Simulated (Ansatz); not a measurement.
## Rh under changes of volume

One of the cells (14.302 Å³/atom); the others are scaled copies at fixed shape and fractional positions:

```xyz
2
Lattice="2.7310 0.0000 0.0000 -1.3655 2.3651 0.0000 0.0000 0.0000 4.4285" Properties=species:S:1:pos:R:3 pbc="T T T"
Rh    0.0000    1.5767    1.1071
Rh    1.3655    0.7884    3.3214
```

This isn't the form of Rh at room conditions, which is fcc.

```yaml
Program: Ansatz 0.2.0
Functional: PBE0
Potentials_or_basis: Ansatz PAW
Cutoff: "420 eV (not typed: the program's choice for these potentials)"
k_mesh: 6 × 6 × 4
Occupations: fermi-dirac, width 0.05 eV
Spin: no spin polarisation
```

| volume (Å³/atom) | energy over the lowest point (meV/atom) | pressure (GPa) |
| --- | --- | --- |
| 13.444 | 0.00 | 1.2 |
| 13.730 | 3.33 | -4.8 |
| 14.016 | 16.76 | -10.1 |
| 14.302 | 39.09 | -14.8 |
| 14.588 | 69.21 | -18.9 |
| 14.874 | ? | ? |
| 15.160 | 148.96 | -25.5 |

What does the run at 14.874 Å³/atom give?

Energy over the lowest point 106.12 meV/atom; pressure -22.4 GPa.

Worked out: A Birch-Murnaghan fit of order 3 (a polynomial in V^(-2/3)) to the other rows has its minimum at 13.50 Å³/atom with B0 = V·E''(V) = 298 GPa and B' = 5.2 at fixed shape and positions, which overstates the stiffness. It gives 106.11 meV/atom at 14.874 Å³/atom, against the run's 106.12, and -dE/dV = -22.4 GPa, against -22.4.

Energies are extrapolated to zero smearing.

Caveats: all runs use coarse meshes; the PAW data sets come from PBE, with cores solved anew for the run's functional, which leaves a small shift of forces and pressure; the thresholds are loose for stress.
